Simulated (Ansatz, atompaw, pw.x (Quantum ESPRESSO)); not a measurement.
# pw.x on bcc Ca: one setting changed

Potential: PAW, atompaw 4.2.0.5, PBE; core [Ne], reference 3s2 3p6 3d0 4s1.5 4p0.5; waves: 3s (bound): rc 1.60 bohr; 4s (bound): rc 1.70 bohr; 3p (bound): rc 1.65 bohr; 4p (bound): rc 2.70 bohr; 3d (bound, empty): rc 2.70 bohr; 3d channel at 0.1 Ry: rc 2.70 bohr; local part: troulliermartins scheme with l = 3 at 0 Ry, radius 2.65 bohr; core correction: smooth core density matched at 2.50 bohr; augmentation: sinc compensation charge, radius 2.38 bohr; PAW radius 2.70 bohr; waves and projectors: custom rrkj gramschmidtortho.

The reference run (k-mesh 11³, cutoffs 60/600 Ry, Fermi–Dirac 0.01 Ry, mixing_beta 0.4, conv_thr 1e-9, no spin) gives -0.04 GPa at 42.182 Å³/atom, where all-electron LAPW gives 0.00 GPa. This run, with its own iteration cap, changes degauss to 0.005.

```
&control
  calculation='scf', prefix='x', pseudo_dir='./', outdir='./tmp', tstress=.true., disk_io='none'
/
&system
  ibrav=0, nat=1, ntyp=1, ecutwfc=60, ecutrho=600, nbnd=12,
  occupations='smearing', smearing='fd', degauss=0.005
/
&electrons
  conv_thr=1e-09, mixing_beta=0.4, electron_maxstep=50
/
ATOMIC_SPECIES
Ca 1.0 Ca.UPF
CELL_PARAMETERS angstrom
  -2.19291800 2.19291800 2.19291800
  2.19291800 -2.19291800 2.19291800
  2.19291800 2.19291800 -2.19291800
ATOMIC_POSITIONS crystal
Ca 0.0000 0.0000 0.0000
K_POINTS automatic
11 11 11 0 0 0
```

```bash
pw.x < Ca.scf.in > Ca.scf.out
```

Question: How does the run end?

Answer: It converges in 9 iterations; the free energy moves by +33.3 meV/atom and the pressure by -0.01 GPa. In a metal, with Fermi–Dirac smearing, F lies below its zero-width value by a term in the square of the width.

```
Message from routine setup:
     using ibrav=0 with symmetry is DISCOURAGED, use correct ibrav instead
     lattice parameter (alat)  =       7.1776  a.u.
     unit-cell volume          =     284.6582 (a.u.)^3
     number of electrons       =        10.00
     number of Kohn-Sham states=           12
     kinetic-energy cutoff     =      60.0000  Ry
     charge density cutoff     =     600.0000  Ry
     scf convergence threshold =      1.0E-09
     Exchange-correlation= SLA PW PBX PBC
     number of k points=    56  Fermi-Dirac smearing, width (Ry)=  0.0050
     iteration #  1     ecut=    60.00 Ry     beta= 0.40
     total energy              =    -133.51924710 Ry
     estimated scf accuracy    <       0.00606398 Ry
     iteration #  2     ecut=    60.00 Ry     beta= 0.40
     total energy              =    -133.52000427 Ry
     estimated scf accuracy    <       0.00056550 Ry
     iteration #  3     ecut=    60.00 Ry     beta= 0.40
     total energy              =    -133.52085010 Ry
     estimated scf accuracy    <       0.00011034 Ry
     [... 3 iterations left out ...]
     iteration #  7     ecut=    60.00 Ry     beta= 0.40
     total energy              =    -133.52098905 Ry
     estimated scf accuracy    <          2.0E-09 Ry
     iteration #  8     ecut=    60.00 Ry     beta= 0.40
     total energy              =    -133.52098905 Ry
     estimated scf accuracy    <          2.5E-09 Ry
     iteration #  9     ecut=    60.00 Ry     beta= 0.40
     the Fermi energy is     4.8370 ev
!    total energy              =    -133.52098905 Ry
     estimated scf accuracy    <          9.7E-11 Ry
     smearing contrib. (-TS)   =      -0.00174231 Ry
     The total energy is F=E-TS. E is the sum of the following terms:
     one-electron contribution =     -37.33109264 Ry
     hartree contribution      =      22.45046194 Ry
     xc contribution           =     -10.51374214 Ry
     ewald contribution        =     -43.90951706 Ry
     one-center paw contrib.   =     -64.21535684 Ry
     convergence has been achieved in   9 iterations
          total   stress  (Ry/bohr**3)                   (kbar)     P=       -0.55
     Message from routine punch:
     Nothing written, as per user request (disk_io='none')
```

The run took about 16 s on one core of a shared host (AMD EPYC 9R45 96-Core Processor, 96 threads, 376 GiB, load 59).
